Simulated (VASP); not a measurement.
# MoS2 in VASP: a series of runs

One sheet, MoS2, is run at these levels: LDA; tasks: single point.

Program: VASP 6.6.1. These are calculated values, not measurements. Logs are shortened: lines on timing, memory, paths and dates and some standing lists are left out, and cuts for length are marked.

**1. The sheet as given**

The cell holds a sheet with vacuum, 12 atoms: a = 3.122 Å, b = 3.122 Å, c = 36.570 Å, α = 90.00°, β = 90.00°, γ = 120.00°.

The cell was built by a generator and needn't be a form met in nature.

**2. Single point, LDA**

Input file INCAR:

```
PREC = Accurate ; ENCUT = 520
EDIFF = 1E-6 ; ISMEAR = 0
SIGMA = 0.01 ; LREAL = False
LASPH = True ; NELM = 100
ALGO = Fast ; ISIF = 2
LWAVE = False ; LCHARG = True
LELF = True ; LVHAR = True
NBANDS = 64
```

Input file KPOINTS:

```
regular mesh
0
Gamma
  12 12 1
```

Input file POSCAR:

```
MoS2
1.0
    3.1216586815      0.0000000000      0.0000000000
   -1.5608293407      2.7034357201      0.0000000000
    0.0000000000      0.0000000000     36.5700000000
S Mo
8 4
Direct
    0.3333333333      0.6666666667      0.2100011393
    0.3333333333      0.6666666667      0.2949508682
    0.6666666667      0.3333333333      0.3749468308
    0.6666666667      0.3333333333      0.4599535316
    0.3333333333      0.6666666667      0.5400464684
    0.3333333333      0.6666666667      0.6250531692
    0.6666666667      0.3333333333      0.7050491318
    0.6666666667      0.3333333333      0.7899988607
    0.6666666667      0.3333333333      0.2524349084
    0.3333333333      0.6666666667      0.4174501871
    0.6666666667      0.3333333333      0.5825498129
    0.3333333333      0.6666666667      0.7475650916
```

Potentials or basis: VASP PAW LDA potentials, release 64 (S, Mo_sv).

The run is started by

```
cat potpaw_LDA.64/S/POTCAR potpaw_LDA.64/Mo_sv/POTCAR > POTCAR
mpirun -np 1 vasp_std > vasp.out
```

OUTCAR:

```text
PREC = Accurate
   ENCUT = 520
   EDIFF = 1E-6
   ISMEAR = 0
   LREAL = False
   LASPH = True
   NELM = 100
   ISIF = 2

 ion  position               nearest neighbor table
   1  0.333  0.667  0.210-   9 2.38   9 2.38   9 2.38
   2  0.333  0.667  0.295-   9 2.38   9 2.38   9 2.38
   3  0.667  0.333  0.375-  10 2.38  10 2.38  10 2.38
   4  0.667  0.333  0.460-  10 2.38  10 2.38  10 2.38
   5  0.333  0.667  0.540-  11 2.38  11 2.38  11 2.38
   6  0.333  0.667  0.625-  11 2.38  11 2.38  11 2.38
   7  0.667  0.333  0.705-  12 2.38  12 2.38  12 2.38
   8  0.667  0.333  0.790-  12 2.38  12 2.38  12 2.38
   9  0.667  0.333  0.252-   1 2.38   1 2.38   1 2.38   2 2.38   2 2.38   2 2.38
  10  0.333  0.667  0.417-   4 2.38   4 2.38   4 2.38   3 2.38   3 2.38   3 2.38
  11  0.667  0.333  0.583-   5 2.38   5 2.38   5 2.38   6 2.38   6 2.38   6 2.38
  12  0.333  0.667  0.748-   8 2.38   8 2.38   8 2.38   7 2.38   7 2.38   7 2.38

  LATTYP: Found a hexagonal cell.
 ALAT       =     3.1216586815
 C/A-ratio  =    11.7149258555

  Lattice vectors:

 A1 = (   3.1216586815,   0.0000000000,   0.0000000000)
 A2 = (  -1.5608293407,   2.7034357201,   0.0000000000)
 A3 = (   0.0000000000,   0.0000000000,  36.5700000000)

Analysis of symmetry for initial positions (statically):
=====================================================================
 Subroutine PRICEL returns:
 Original cell was already a primitive cell.

 Routine SETGRP: Setting up the symmetry group for a
 hexagonal supercell.

 Subroutine GETGRP returns: Found 12 space group operations
 (whereof 12 operations were pure point group operations)
 out of a pool of 24 trial point group operations.

The static configuration has the point symmetry D_3d.

Analysis of symmetry for dynamics (positions and initial velocities):
=====================================================================
 Subroutine PRICEL returns:
 Original cell was already a primitive cell.

 Routine SETGRP: Setting up the symmetry group for a
 hexagonal supercell.

 Subroutine GETGRP returns: Found 12 space group operations
 (whereof 12 operations were pure point group operations)
 out of a pool of 24 trial point group operations.

The dynamic configuration has the point symmetry D_3d.

 Subroutine INISYM returns: Found 12 space group operations
 (whereof 12 operations are pure point group operations),
 and found     1 'primitive' translations

----------------------------------------------------------------------------------------

                                     Primitive cell

  volume of cell :     308.6217

  direct lattice vectors                    reciprocal lattice vectors
     3.121658682  0.000000000  0.000000000     0.320342517  0.184949839  0.000000000
    -1.560829341  2.703435720  0.000000000     0.000000000  0.369899677  0.000000000
     0.000000000  0.000000000 36.570000000     0.000000000  0.000000000  0.027344818

  length of vectors
     3.121658682  3.121658681 36.570000000     0.369899677  0.369899677  0.027344818

  position of ions in fractional coordinates (direct lattice)
     0.333333333  0.666666667  0.210001139
     0.333333333  0.666666667  0.294950868
     0.666666667  0.333333333  0.374946831
     0.666666667  0.333333333  0.459953532
     0.333333333  0.666666667  0.540046468
     0.333333333  0.666666667  0.625053169
     0.666666667  0.333333333  0.705049132
     0.666666667  0.333333333  0.789998861
     0.666666667  0.333333333  0.252434908
     0.333333333  0.666666667  0.417450187
     0.666666667  0.333333333  0.582549813
     0.333333333  0.666666667  0.747565092

  ion indices of the primitive-cell ions
   primitive index   ion index
                 1           1
                 2           2
                 3           3
                 4           4
                 5           5
                 6           6
                 7           7
                 8           8
                 9           9
                10          10
                11          11
                12          12

----------------------------------------------------------------------------------------

 KPOINTS: regular mesh

Automatic generation of k-mesh.
 Grid dimensions read from file:
 generate k-points for:   12   12    1

 Generating k-lattice:

  Cartesian coordinates                     Fractional coordinates (reciprocal lattice)
     0.026695210  0.015412487  0.000000000     0.083333333  0.000000000  0.000000000
     0.000000000  0.030824973  0.000000000     0.000000000  0.083333333  0.000000000
     0.000000000  0.000000000  0.027344818     0.000000000  0.000000000  1.000000000

  Length of vectors
     0.030824973  0.030824973  0.027344818

  Shift w.r.t. Gamma in fractional coordinates (k-lattice)
     0.000000000  0.000000000  0.000000000

 Subroutine IBZKPT returns following result:
 ===========================================

 Found     19 irreducible k-points:

 Following reciprocal coordinates:
            Coordinates               Weight
  0.000000  0.000000  0.000000      1.000000
  0.083333  0.000000  0.000000      6.000000
  0.166667  0.000000  0.000000      6.000000
  0.250000  0.000000  0.000000      6.000000
  0.333333  0.000000  0.000000      6.000000
  0.416667  0.000000  0.000000      6.000000
[... 11 lines left out ...]
  0.333333  0.250000  0.000000     12.000000
  0.333333  0.333333  0.000000      2.000000
   k-points           NKPTS =     19   k-points in BZ     NKDIM =     19   number of bands    NBANDS=     64
   number of dos      NEDOS =    301   number of ions     NIONS =     12
   total plane-waves  NPLWV = 161280
   dimension x,y,z NGX =    24 NGY =   24 NGZ =  280
   dimension x,y,z NGXF=    48 NGYF=   48 NGZF=  560
   ions per type =               8   4
   NGX,Y,Z   is equivalent  to a cutoff of  12.78, 12.78, 12.73 a.u.
   NGXF,Y,Z  is equivalent  to a cutoff of  25.56, 25.56, 25.46 a.u.
 SYSTEM =  unknown system
   PREC   = accura    normal or accurate (medium, high low for compatibility)
   ISTART =      0    job   : 0-new  1-cont  2-samecut
   ICHARG =      2    charge: 1-file 2-atom 10-const
   ISPIN  =      1    spin polarized calculation?
   LNONCOLLINEAR =      F non collinear calculations
   LSORBIT =      F    spin-orbit coupling
   LASPH  =      T    aspherical Exc in radial PAW
   ENCUT  =  520.0 eV  38.22 Ry    6.18 a.u.   5.80  5.80 68.00*2*pi/ulx,y,z
   NELM   =    100;   NELMIN=  2; NELMDL= -5     # of ELM steps
   EDIFF  = 0.1E-05   stopping-criterion for ELM
   LREAL  =      F    real-space projection
   EDIFFG = 0.1E-04   stopping-criterion for IOM
   NSW    =      0    number of steps for IOM
   IBRION =     -1    ionic relax: 0-MD 1-quasi-New 2-CG
   NFREE  =      0    steps in history (QN), initial steepest desc. (CG)
   ISIF   =      2    stress and relaxation
   ISYM   =      2    0-nonsym 1-usesym 2-fastsym
   POTIM  = 0.5000    time-step for ionic-motion
   TEBEG  =    0.0;   TEEND  =   0.0 temperature during run
   PSTRESS=    0.0 pullay stress
   NELECT =     104.0000    total number of electrons
   NUPDOWN=      -1.0000    fix difference up-down
   EMIN   =  10.00;   EMAX   =-10.00  energy-range for DOS
   EFERMI =   0.00;   METHOD = LEGACY
   ISMEAR =     0;   SIGMA  =   0.01  broadening in eV -4-tet -1-fermi 0-gaus
   EFERMI_NEDOS =   21; number of points for ismear=-14 and -15
   IALGO  =     68    algorithm
   IMIX   =      4    mixing-type and parameters
     AMIX     =   0.40;   BMIX     =  1.00
     AMIX_MAG =   1.60;   BMIX_MAG =  1.00
  volume/ion in A,a.u.               =      25.72       173.56
  Fermi-wavevector in a.u.,A,eV,Ry     =   1.139228  2.152828 17.658176  1.297839
  Thomas-Fermi vector in A             =   2.275931
   LORBIT       =      0    0 simple, 1 ext, 2 COOP (PROOUT), +10 PAW based schemes
   GGA     = CA    functional components
   LHFCALC =     F    Hartree Fock is set to
   AEXX    =    0.0000 exact exchange contribution
   IVDW    =     0    specifies the selected vdW correction
   LEPSILON=     F    determine dielectric tensor
   LRPA    =     F    only Hartree local field effects (RPA)
 non-spin polarized calculation
 RMM-DIIS sequential band-by-band and
 Gauss-broadening in eV      SIGMA  =   0.01
  energy-cutoff  :      520.00
  volume of cell :      308.62
 maximum number of plane-waves:      8348
 NGX is ok and might be reduce to    24
   NGX = 11   NGY = 11   NGZ =135

 number of electron     104.0000000 magnetization

 Free energy of the ion-electron system (eV)
  ---------------------------------------------------
  ext. energy  EPLUGINS =         0.00000000
  ---------------------------------------------------
  free energy    TOTEN  =       -97.80420997 eV

  energy without entropy =      -97.80420997  energy(sigma->0) =      -97.80420997

 E-fermi :   3.5985     XC(G=0):  -7.8097

 val. band max:        3.4356156755   @ k =   0.0000   0.0000   0.0000
 cond. band min:       4.3175497505   @ k =   0.1667   0.1667   0.0000
 fundamental gap:      0.8819340751
 Fermi energy:         3.5984785180

 k-point     1 :       0.0000    0.0000    0.0000
  band No.  band energies     occupation
      1     -57.6795      2.00000
      2     -57.6795      2.00000
      3     -57.6756      2.00000
      4     -57.6756      2.00000
      5     -32.0733      2.00000
      6     -32.0732      2.00000
[... 56 lines left out ...]
     63       5.9718      0.00000
     64       6.0192      0.00000

 k-point     2 :       0.0833    0.0000    0.0000
  band No.  band energies     occupation
      1     -57.6761      2.00000
      2     -57.6761      2.00000
      3     -57.6722      2.00000
      4     -57.6722      2.00000
      5     -32.0669      2.00000
      6     -32.0668      2.00000
[... 56 lines left out ...]
     63       5.8678      0.00000
     64       5.9021      0.00000

 k-point     3 :       0.1667    0.0000    0.0000
  band No.  band energies     occupation
      1     -57.6669      2.00000
      2     -57.6669      2.00000
      3     -57.6630      2.00000
      4     -57.6630      2.00000
      5     -32.0494      2.00000
      6     -32.0493      2.00000
[... 1061 lines left out ...]
     63       6.3089      0.00000
     64       6.3813      0.00000

 k-point    19 :       0.3333    0.3333    0.0000
  band No.  band energies     occupation
      1     -57.6227      2.00000
      2     -57.6227      2.00000
      3     -57.6188      2.00000
      4     -57.6188      2.00000
      5     -32.1325      2.00000
      6     -32.1325      2.00000
[... 56 lines left out ...]
     63       6.4866      0.00000
     64       6.4866      0.00000

------------------------ aborting loop because EDIFF is reached ----------------------------------------

  FORCE on cell =-STRESS in cart. coord.  units (eV):
  Direction    XX          YY          ZZ          XY          YZ          ZX
  --------------------------------------------------------------------------------------
  -------------------------------------------------------------------------------------
  Total        0.1819865      0.1819865      0.1198295      0.0000000     -0.0000000     -0.0000000
  in kB        0.9447641      0.9447641      0.6220825      0.0000000     -0.0000000     -0.0000000
  external PRESSURE =       0.8372036 kB  Pullay stress =       0.0000000 kB

 VOLUME and BASIS-vectors are now :
 -----------------------------------------------------------------------------
  energy-cutoff  :      520.00
  volume of cell :      308.62
      direct lattice vectors                 reciprocal lattice vectors
     3.121658682  0.000000000  0.000000000     0.320342517  0.184949839  0.000000000
    -1.560829341  2.703435720  0.000000000     0.000000000  0.369899677  0.000000000
     0.000000000  0.000000000 36.570000000     0.000000000  0.000000000  0.027344818

 POSITION                                       TOTAL-FORCE (eV/Angst)
 -----------------------------------------------------------------------------------
     -0.00000      1.80229      7.67974        -0.000000      0.000000     -0.016197
     -0.00000      1.80229     10.78635        -0.000000     -0.000000      0.015213
      1.56083      0.90115     13.71181        -0.000000      0.000000     -0.015717
      1.56083      0.90115     16.82050         0.000000      0.000000      0.015846
     -0.00000      1.80229     19.74950         0.000000     -0.000000     -0.015846
     -0.00000      1.80229     22.85819        -0.000000      0.000000      0.015717
      1.56083      0.90115     25.78365         0.000000      0.000000     -0.015213
      1.56083      0.90115     28.89026         0.000000      0.000000      0.016197
      1.56083      0.90115      9.23154         0.000000      0.000000     -0.001014
     -0.00000      1.80229     15.26615        -0.000000      0.000000      0.000197
      1.56083      0.90115     21.30385         0.000000     -0.000000     -0.000197
     -0.00000      1.80229     27.33846        -0.000000     -0.000000      0.001014
 -----------------------------------------------------------------------------------
    total drift:                                0.000000     -0.000000      0.000000

  FREE ENERGIE OF THE ION-ELECTRON SYSTEM (eV)
  ---------------------------------------------------
  free  energy   TOTEN  =       -97.8042099674 eV

  energy  without entropy=      -97.8042099674  energy(sigma->0) =      -97.80420997
```

It took 10 min on 1 thread of Intel Xeon Platinum 8488C (Sapphire Rapids), shared host; peak memory 0.46 GiB.

Results:

| Property | Result |
| --- | --- |
| Free energy | -97.8042 eV |
| Largest force | 0.016 eV/Å |
| Band gap on the k mesh | 0.88 eV, indirect (least direct gap 1.79 eV) |

Forces in eV/Å, atoms in the order of the input:
```
S    0.000  0.000 -0.016
S    0.000  0.000  0.015
S    0.000  0.000 -0.016
S    0.000  0.000  0.016
S    0.000  0.000 -0.016
S    0.000  0.000  0.016
S    0.000  0.000 -0.015
S    0.000  0.000  0.016
Mo   0.000  0.000 -0.001
Mo   0.000  0.000  0.000
Mo   0.000  0.000  0.000
Mo   0.000  0.000  0.001
```

Levels at points of the mesh, in eV from the valence-band top:
| k point | band 50 | band 51 | band 52 | band 53 | band 54 | band 55 |
| --- | --- | --- | --- | --- | --- | --- |
| (0.00, 0.00, 0.00) | -0.55 | -0.20 | 0.00 | 2.21 | 2.22 | 2.23 |
| (0.50, 0.00, 0.00) | -1.39 | -1.35 | -1.33 | 1.74 | 1.75 | 1.77 |

**3. Single point, LDA**

This run uses another cell than the first one, of 26.35 Å³/atom, 1.025 times its volume.

Input file INCAR:

```
SYSTEM = MoS2
PREC = Accurate
ENCUT = 520
EDIFF = 1E-6
ISMEAR = 0
SIGMA = 0.01
LREAL = .FALSE.
LASPH = .TRUE.
NELM = 100
ALGO = Fast
ISIF = 2
LWAVE = .FALSE.
LCHARG = .FALSE.
GGA = CA
NBANDS = 64
```

Input file KPOINTS:

```
regular mesh
0
G
  12 12 1
  0 0 0
```

Input file POSCAR:

```
MoS2
1.0
    3.1600000000      0.0000000000      0.0000000000
   -1.5800000000      2.7366402760      0.0000000000
    0.0000000000      0.0000000000     36.5700000000
S Mo
8 4
Direct
    0.3333333333      0.6666666667      0.2050861362
    0.3333333333      0.6666666667      0.2904019688
    0.6666666667      0.3333333333      0.3732567678
    0.6666666667      0.3333333333      0.4585726005
    0.3333333333      0.6666666667      0.5414273995
    0.3333333333      0.6666666667      0.6267432322
    0.6666666667      0.3333333333      0.7095980312
    0.6666666667      0.3333333333      0.7949138638
    0.6666666667      0.3333333333      0.2477440525
    0.3333333333      0.6666666667      0.4159146842
    0.6666666667      0.3333333333      0.5840853158
    0.3333333333      0.6666666667      0.7522559475
```

Potentials or basis: VASP PAW LDA potentials, release 64 (S, Mo_sv).

The run is started by

```
cat potpaw_LDA.64/S/POTCAR potpaw_LDA.64/Mo_sv/POTCAR > POTCAR
mpirun -np 1 vasp_std > vasp.out
```

OUTCAR:

```text
SYSTEM = MoS2
   PREC = Accurate
   ENCUT = 520
   EDIFF = 1E-6
   ISMEAR = 0
   LREAL = .FALSE.
   LASPH = .TRUE.
   NELM = 100
   ISIF = 2
   GGA = CA

 ion  position               nearest neighbor table
   1  0.333  0.667  0.205-   9 2.40   9 2.40   9 2.40
   2  0.333  0.667  0.290-   9 2.40   9 2.40   9 2.40
   3  0.667  0.333  0.373-  10 2.40  10 2.40  10 2.40
   4  0.667  0.333  0.459-  10 2.40  10 2.40  10 2.40
   5  0.333  0.667  0.541-  11 2.40  11 2.40  11 2.40
   6  0.333  0.667  0.627-  11 2.40  11 2.40  11 2.40
   7  0.667  0.333  0.710-  12 2.40  12 2.40  12 2.40
[... 1496 lines left out ...]

 VOLUME and BASIS-vectors are now :
 -----------------------------------------------------------------------------
  energy-cutoff  :      520.00
  volume of cell :      316.25
      direct lattice vectors                 reciprocal lattice vectors
     3.160000000  0.000000000  0.000000000     0.316455696  0.182705781  0.000000000
    -1.580000000  2.736640276  0.000000000     0.000000000  0.365411563  0.000000000
     0.000000000  0.000000000 36.570000000     0.000000000  0.000000000  0.027344818

 POSITION                                       TOTAL-FORCE (eV/Angst)
 -----------------------------------------------------------------------------------
     -0.00000      1.82443      7.50000        -0.000000     -0.000000      0.392102
     -0.00000      1.82443     10.62000        -0.000000      0.000000     -0.313454
      1.58000      0.91221     13.65000        -0.000000      0.000000      0.315849
      1.58000      0.91221     16.77000        -0.000000      0.000000     -0.316392
     -0.00000      1.82443     19.80000         0.000000      0.000000      0.316392
     -0.00000      1.82443     22.92000         0.000000      0.000000     -0.315849
      1.58000      0.91221     25.95000        -0.000000     -0.000000      0.313454
      1.58000      0.91221     29.07000         0.000000      0.000000     -0.392102
      1.58000      0.91221      9.06000        -0.000000      0.000000     -0.033489
     -0.00000      1.82443     15.21000         0.000000     -0.000000     -0.000176
      1.58000      0.91221     21.36000        -0.000000      0.000000      0.000176
     -0.00000      1.82443     27.51000        -0.000000     -0.000000      0.033489
 -----------------------------------------------------------------------------------
    total drift:                                0.000000     -0.000000      0.000000

  FREE ENERGIE OF THE ION-ELECTRON SYSTEM (eV)
  ---------------------------------------------------
  free  energy   TOTEN  =       -97.7183153738 eV

  energy  without entropy=      -97.7183153738  energy(sigma->0) =      -97.71831537
```

OSZICAR:

```text
N       E                     dE             d eps       ncg     rms          rms(c)
DAV:   1     0.992404258877E+03    0.99240E+03   -0.56778E+04  2808   0.147E+03
DAV:   2    -0.310451250351E+02   -0.10234E+04   -0.99432E+03  2896   0.389E+02
DAV:   3    -0.100860874309E+03   -0.69816E+02   -0.68577E+02  3072   0.889E+01
[... 17 lines left out ...]
RMM:  21    -0.977182953892E+02   -0.84293E-05   -0.10160E-06  1768   0.264E-03    0.491E-02
RMM:  22    -0.977183119964E+02   -0.16607E-04   -0.29247E-06  2040   0.432E-03    0.261E-02
RMM:  23    -0.977183136956E+02   -0.16992E-05   -0.82967E-07  1750   0.261E-03    0.217E-02
RMM:  24    -0.977183151076E+02   -0.14120E-05   -0.50197E-07  1655   0.208E-03    0.173E-02
RMM:  25    -0.977183153738E+02   -0.26617E-06   -0.21790E-07  1592   0.153E-03
   1 F= -.97718315E+02 E0= -.97718315E+02  d E =-.286437E-24
```

Run time: 11 min. Hardware: 1 thread of Intel Xeon Platinum 8488C (Sapphire Rapids), shared host; peak memory 0.47 GiB.

Results:

```yaml
Free_energy: -97.7183 eV
Largest_force: 0.392 eV/Å
Band_gap_on_the_k_mesh: 0.95 eV, indirect (least direct gap 1.69 eV)
```

Forces in eV/Å, atoms in the order of the input:
```
S    0.000  0.000  0.392
S    0.000  0.000 -0.313
S    0.000  0.000  0.316
S    0.000  0.000 -0.316
S    0.000  0.000  0.316
S    0.000  0.000 -0.316
S    0.000  0.000  0.313
S    0.000  0.000 -0.392
Mo   0.000  0.000 -0.033
Mo   0.000  0.000  0.000
Mo   0.000  0.000  0.000
Mo   0.000  0.000  0.033
```

A hybrid or GW would open this gap; LDA tends to underestimate it.
